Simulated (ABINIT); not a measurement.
SnO2 (Cassiterite):

```
Sn O
1.0
     4.73800    0.00000    0.00000
     0.00000    4.73800    0.00000
     0.00000    0.00000    3.18650
Sn O
2 4
Direct
  0.50000 0.50000 0.50000
  0.00000 0.00000 0.00000
  0.80710 0.19290 0.50000
  0.69290 0.69290 0.00000
  0.19290 0.80710 0.50000
  0.30710 0.30710 0.00000
```

Base run:

- Program: ABINIT 10.8.3 (patched build)
- Functional: WC
- Potentials or basis: Ansatz PAW PBE default generated set, frozen core
- Cutoff: 517 eV
- k mesh: 6 × 6 × 8
- Occupations: fermi-dirac, width 0.05 eV
- Spin: no spin polarisation

Its results: band gap on the k mesh 1.18 eV, direct; pressure 4.9 GPa; largest force 0.218 eV/Å.

**Question.** The run is repeated on the same cell with these changes: functional from WC to revPBE. What comes out?

**Answer.** Band gap on the k mesh 1.35 eV, direct; pressure 14.2 GPa; largest force 0.295 eV/Å.

revPBE binds less tightly than WC, so the same cell stands under more pressure.

Caveats: the PAW data sets were made with another functional, which shifts forces and pressure a little; spin-orbit coupling is left out, which moves the levels of the heavy elements; the atomic spheres overlap.
